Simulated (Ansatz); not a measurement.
**Ni2Ge: strain energy, fitted**

Ni2Ge, P6_3/mmc, a = 3.972 Å, c = 5.014 Å. The structure is a Materials Project entry; whether it is the stable form wasn't checked. Ansatz: PBEsol, PAW, 420 eV, Γ-centred 12×12×8 mesh on 6 atoms, Gaussian smearing 0.10 eV; no spin polarisation. Series: equal strain along all axes, cell held, atoms fixed by symmetry; x is the strain in per cent. y is the free energy over the unstrained cell, V0 = 11.418 Å³/atom.

```tsv
x (%)	y (meV/atom)
-3.0	?
-2.0	28.18
-1.0	6.78
0.0	0.00
1.0	6.26
2.0	24.14
3.0	52.35
```

Task: Fit y = c2 x² + c3 x³ to the other rows, turn c2 into a modulus, and predict the missing energy.

Result: Least squares on the rows shown. y = 6.5483 x² − 0.24519 x³. In eV per unit strain² c2 is 65.48; the stiffness is B for this strain (E = 9/2 B V0 ε², shape held): 2 × 65.48 × 160.2 / (9 × 11.418) = 204 GPa. At x = -3.0 the fit asked for gives 65.55 meV/atom. The run gave 65.92 meV/atom, so the fit is 0.37 meV/atom too low, 0.56 % of the span of the series, against an rms of 0.05 meV/atom on the fitted rows. The row lies outside the fitted range. With a term in x⁴ added, a fit to the same known rows predicts 65.99 meV/atom, so most of the miss is curvature that the known rows already hold.